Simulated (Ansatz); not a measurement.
# NiGe (Pnma)

Method: Ansatz 0.2.0, DFT PBEsol, scalar-relativistic, plane waves, PAW.

Settings: cutoff 420 eV, Γ-centred mesh 8×10×6 on the computed 8-atom cell, Gaussian smearing of 0.10 eV; no spin polarisation.

The structure is relaxed at this level of theory with its symmetry kept.

```cif
data_structure
_symmetry_space_group_name_H-M 'Pnma'
_symmetry_Int_Tables_number 62
_cell_length_a 5.3108
_cell_length_b 3.4400
_cell_length_c 5.7393
_cell_angle_alpha 90.000
_cell_angle_beta 90.000
_cell_angle_gamma 90.000
_cell_volume 104.85
loop_
_atom_site_label
_atom_site_type_symbol
_atom_site_symmetry_multiplicity
_atom_site_Wyckoff_symbol
_atom_site_fract_x
_atom_site_fract_y
_atom_site_fract_z
_atom_site_occupancy
Ni1 Ni 4 c 0.99299 0.75000 0.18887 1
Ge1 Ge 4 c 0.81164 0.75000 0.58840 1
```

```
Space group                                                       : Pnma (No. 62)
Volume per atom                                                   : 13.11 Å³
Formation energy from the elements' standard states (uncorrected) : -0.374 eV/atom
Kohn–Sham band gap                                                : none (metal)
Density of states at the Fermi level                              : 2.57 states/eV per cell
Löwdin character within 0.5 eV of the Fermi level                 : Ni 3d 51 %, Ge 4p 34 %, Ge 4s 10 %
Bulk modulus                                                      : 153 GPa
Its pressure derivative                                           : 4.8
Bader charges (e)                                                 : Ni (4 in the cell) -0.21, Ge (4 in the cell) 0.21
```

A ferromagnetic start lost its moments in a first run, so spin was left out; other magnetic orders weren't tried.